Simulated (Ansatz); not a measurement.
**Trial inputs on Ru**

All trials start from this Ansatz input:

```yaml
crystal:
  lattice:
    - [2.7078263433, 0.0, 0.0]
    - [-1.3539131716, 2.3450464023, 0.0]
    - [0.0, 0.0, 4.26810178]
  atoms:
    - { symbol: Ru, position: [0.33333333, 0.66666667, 0.25] }
    - { symbol: Ru, position: [0.66666667, 0.33333333, 0.75] }
basis:
  ecutwfc: 420
kpoints:
  mp_grid: { grid: [9, 9, 6] }
hamiltonian:
  xc: pbe
scf:
  occupations: { method: gaussian, width: 0.1 }
output:
  forces: true
  stress: true
  eigenvalues: true
```

Command:

```bash
ansatz run input.yaml --threads 1 --pin off --max-ram 1331MiB --backend cpu --events-out ev --progress --plain --runs-dir out
```

The run converges in 6 SCF iterations on 48 irreducible k-points: pressure 4.95 GPa, no gap.

The inputs are trials, many of them unsound on purpose. Their numbers show the effect of the settings and aren't properties of the material. Each trial's input is given as a difference from the reference's; energies are extrapolated to zero smearing where there is one, and pressure is positive in compression. Charged cells sit in a uniform background, and their pressures hang on that convention.

Trial 1:

```diff
 kpoints:
-  mp_grid: { grid: [9, 9, 6] }
+  mp_grid: { grid: [4, 3, 1], shift: [0, 0, 0.5] }
 scf:
+  mixing: { algorithm: anderson, ndim: 2, preconditioner: kerker }
+  max_iter: 73
 output:
+  dos: { method: smearing }
```

How does this run end?

The run converges in 9 SCF iterations on 7 irreducible k-points: energy 357 meV per atom above the reference, pressure 7.35 GPa, largest force 0.054 eV/Å. It warns that the mesh lowers the symmetry.

Trial 2 (one atom moved):

```diff
 crystal:
   atoms:
-    - { symbol: Ru, position: [0.66666667, 0.33333333, 0.75] }
+    - { symbol: Ru, position: [0.7093097461, 0.4186194922, 0.75] }
 kpoints:
-  mp_grid: { grid: [9, 9, 6] }
+  mp_grid: { grid: [3, 3, 2] }
 scf:
-  occupations: { method: gaussian, width: 0.1 }
+  occupations: { method: tetrahedron }
+  max_iter: 300
```

What happens?

The run converges in 6 SCF iterations on 8 irreducible k-points: energy 508 meV per atom above the reference, pressure 16.21 GPa, largest force 2.060 eV/Å, no gap. It warns that the printed bands weren't solved further after the SCF; that forces and stress under tetrahedra may miss the energy's slope.

Trial 3 (origin moved):

```diff
 crystal:
   atoms:
-    - { symbol: Ru, position: [0.33333333, 0.66666667, 0.25] }
-    - { symbol: Ru, position: [0.66666667, 0.33333333, 0.75] }
+    - { symbol: Ru, position: [1.0953333333, 1.2766666667, 1.166] }
+    - { symbol: Ru, position: [1.4286666667, 0.9433333333, 1.666] }
+total_charge: 0.5
 kpoints:
-  mp_grid: { grid: [9, 9, 6] }
+  mp_grid: { kspacing: 0.42 }
 scf:
-  occupations: { method: gaussian, width: 0.1 }
+  occupations: { method: cold, width: 0.0019 }
+  max_iter: 30
+  convergence: { dr2_threshold: "1e-5 eV" }
```

How does this run end?

The run converges in 9 SCF iterations on 24 irreducible k-points: pressure 12.10 GPa (with the neutralising background of the charged cell), no gap. It warns that the SCF threshold is loose for the forces; that the SCF threshold is loose for the stress.